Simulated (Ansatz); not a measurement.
CaO:

```
Ca O
1.0
     0.00000    2.40356    2.40356
     2.40356    0.00000    2.40356
     2.40356    2.40356    0.00000
Ca O
1 1
Direct
  0.00000 0.00000 0.00000
  0.50000 0.50000 0.50000
```

The cell is a database's computed one.

| Property | Result |
| --- | --- |
| Program | Ansatz 0.2.0 |
| Task | relaxation of cell and atoms |
| Functional | BLYP |
| Dispersion | D3(BJ) |
| Potentials or basis | Ansatz PAW |
| Cutoff | 420 eV (not typed: the program's choice for these potentials) |
| k mesh | 10 × 10 × 10 |
| Occupations | fermi-dirac, width 0.05 eV |
| Spin | no spin polarisation |

At the start: volume 13.89 Å³/atom.

Where does the relaxation end?

It ends after 6 steps and the volume is 13.51 Å³/atom (-2.7 %); space group Fm-3m (No. 225, to 0.05 Å).

Step by step:
```csv
step,energy change (eV),largest force (eV/Å),volume (Å³)
1,0.0000,0.0000,27.77
2,-0.0097,0.0000,26.88
3,-0.0095,0.0000,27.05
4,-0.0073,0.0000,27.05
5,-0.0074,0.0000,27.02
6,-0.0073,0.0000,27.02
```

Final structure:
```
CELL_PARAMETERS angstrom
0.00000 2.38158 2.38158
2.38158 0.00000 2.38158
2.38158 2.38158 0.00000
ATOMIC_POSITIONS crystal
Ca 0.00000 0.00000 0.00000
O 0.50000 0.50000 0.50000
```

Caveat: the plane-wave basis is chosen anew once the cell has moved, so the energies of steps on either side of that aren't comparable; the pressure holds a Pulay correction of +0.6 GPa for the finite cutoff; the PAW data sets come from PBE, with cores solved anew for the run's functional, which leaves a small shift of forces and pressure.
